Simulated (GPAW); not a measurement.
## KMgF3 in GPAW: the effect of functional

KMgF3:

```
K Mg F
1.0
     3.98590    0.00000    0.00000
     0.00000    3.98590    0.00000
     0.00000    0.00000    3.98590
K Mg F
1 1 3
Direct
  0.50000 0.50000 0.50000
  0.00000 0.00000 0.00000
  0.00000 0.00000 0.50000
  0.00000 0.50000 0.00000
  0.50000 0.00000 0.00000
```

Alike in all runs:

| Property | Result |
| --- | --- |
| Program | GPAW 26.7.0 |
| Task | dielectric tensor |
| Cutoff | 650 eV |
| Basis | pw |
| k mesh | 6 × 6 × 6 |
| Occupations | fermi-dirac, width 0.001 eV |
| Spin | no spin polarisation |

One run gave: dielectric constant 2.05 mean. Which functional did it use?
A. LDA
B. RPBE
C. GLLB-SC
D. PBEsol
E. AM05

A.

```csv
functional,potentials or basis,dielectric constant (mean)
LDA,the program's PAW data sets (release 1.2.1) made for this functional,2.05
AM05,PAW data sets generated in the run's folder for this functional,2.00
PBEsol,PAW data sets generated in the run's folder for this functional,2.02
RPBE,the program's PAW data sets (release 1.2.1) made for this functional,1.95
GLLB-SC,the program's PAW data sets (release 1.2.1) made for this functional,1.75
```

Caveats: the long-wavelength limit can be off by a per cent or two; a model potential gives levels but no total energy (some runs); response on these states lacks terms of the Hamiltonian (some runs).

Runs at the PBE level aren't shown here.
